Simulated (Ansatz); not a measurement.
The parent structure is CsPbI3 in the cubic perovskite structure (space group Pm-3m, No. 221).

```xyz
5
Lattice="6.3327 0.0000 0.0000 0.0000 6.3327 0.0000 0.0000 0.0000 6.3327" Properties=species:S:1:pos:R:3 pbc="T T T"
Cs     0.0000     0.0000     0.0000
Pb     3.1663     3.1663     3.1663
I      0.0000     3.1663     3.1663
I      3.1663     3.1663     0.0000
I      3.1663     0.0000     3.1663
```

Level of theory: plane-wave PAW DFT at the r2SCAN level (Ansatz, an electronic-structure program, 500 eV), scalar-relativistic without spin-orbit coupling.

One change was made to it. Results:

The density rises by 5.36 g/cm³, from 4.71 g/cm³ to 10.07 g/cm³; the band gap becomes zero (base: 1.70 eV).

### Question
Name the change that was made.
A) pressure −1 GPa
B) pressure 75 GPa
C) pressure 30 GPa

### Answer
B, pressure 75 GPa. For comparison, the density in the other runs: pressure 30 GPa gives 7.98 g/cm³; pressure −1 GPa gives 4.39 g/cm³.

The mesh was chosen for an insulator and is coarse for the gapless case. With I and Pb present, leaving out spin-orbit coupling can change the band edges. Load acts through the strain it causes; cell and atoms are relaxed under it. Whether these cells are dynamically stable was not tested. Competing high-pressure phases were not computed. All final runs are without spin polarisation. Many cubic perovskites are stable only at high temperature; tilts and polar distortions were not tested. This is not the structure that CsPbI3 has at room temperature and ambient pressure. The zero or small gap of CsPbI3 under pressure 75 GPa and CsPbI3 under pressure 30 GPa can change with the level of theory.
